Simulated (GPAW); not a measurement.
Runs of GPAW 26.7.0 on N. Symmetry: Pa-3, No. 205, cubic system. Conventional cell: a = 5.561 Å, b = 5.561 Å, c = 5.561 Å, α = 90.00°, β = 90.00°, γ = 90.00°. N (site symmetry 3) is surrounded by 1 N at 1.11 Å. 

```csv
task,level,potentials or basis,band path,band points,gap on the mesh (eV),pressure (GPa),V0 of scaled cells (Å³/atom),B0 (GPa),largest force (eV/Å)
band structure,PBEsol,"PAW data sets generated in the run's folder for this functional, pw","GXMGRX,MR",60,(a),-1.2,-,-,0.80
equation of state,LDA,"the program's PAW data sets (release 1.2.1) made for this functional, pw",-,-,-,-,20.74,79,-
equation of state,PBEsol,"PAW data sets generated in the run's folder for this functional, pw",-,-,-,-,(c),74,-
band structure,LDA,"the program's PAW data sets (release 1.2.1) made for this functional, pw","GXMGRX,MR",60,(b),-3.3,-,-,1.53
band structure,PBE,"GPAW PAW data sets (gpaw-data 1.2.1), pw","GXMGRX,MR",60,(d),-0.7,-,-,0.60
```

Alike in all rows: no spin polarisation; cell as given; k mesh 4 × 4 × 4; cutoff (eV) 800; smearing fermi-dirac 0.05 eV.

Question: Fill in the values left out.

Answer: (a) 7.24; (b) 7.10; (c) 21.31; (d) 7.28.

Caveats: the cell was scaled at fixed shape and fractional positions, which overstates the stiffness of a crystal with free parameters, most of all of layers and chains (some runs); forces of over 1 eV/Å show positions far from the minimum, so gaps and moduli don't describe the material at rest (some runs).

